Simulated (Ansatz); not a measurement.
Crystal: V.

```
CELL_PARAMETERS angstrom
-1.51435 1.51435 1.51435
1.51435 -1.51435 1.51435
1.51435 1.51435 -1.51435
ATOMIC_POSITIONS crystal
V 0.00000 0.00000 0.00000
```

```yaml
Program: Ansatz 0.2.0
Task: relaxation of cell and atoms
Functional: PBE
Dispersion: D4
Potentials_or_basis: Ansatz PAW
Cutoff: "420 eV (not typed: the program's choice for these potentials)"
k_mesh: 12 × 12 × 12
Occupations: fermi-dirac, width 0.05 eV
Spin: collinear spin, ferromagnetic start
Starting_moments: "[2.0] μB"
```

At the start: volume 13.89 Å³/atom.

Problem. Where does the relaxation end?

Solution. It ends after 5 steps and the volume is 13.18 Å³/atom (-5.1 %); space group Im-3m (No. 229, to 0.05 Å); moment 0.00 μB per cell.

The path:
| step | energy change (eV) | largest force (eV/Å) | volume (Å³) |
| --- | --- | --- | --- |
| 1 | 0.0000 | 0.0000 | 13.89 |
| 2 | -0.0206 | 0.0000 | 13.07 |
| 3 | -0.0210 | 0.0000 | 13.19 |
| 4 | -0.0210 | 0.0000 | 13.18 |
| 5 | -0.0207 | 0.0000 | 13.18 |

Final structure:
```cif
data_structure
_symmetry_space_group_name_H-M 'P 1'
_symmetry_Int_Tables_number 1
_cell_length_a 2.5773
_cell_length_b 2.5773
_cell_length_c 2.5773
_cell_angle_alpha 109.471
_cell_angle_beta 109.471
_cell_angle_gamma 109.471
_cell_volume 13.18
loop_
_atom_site_label
_atom_site_type_symbol
_atom_site_fract_x
_atom_site_fract_y
_atom_site_fract_z
_atom_site_occupancy
V1 V 0.00000 0.00000 0.00000 1
```

Caveat: the plane-wave basis is chosen anew once the cell has moved, so the energies of steps on either side of that aren't comparable; pairwise dispersion overbinds metals, which lowers pressure and volume; the starting moments weren't kept.
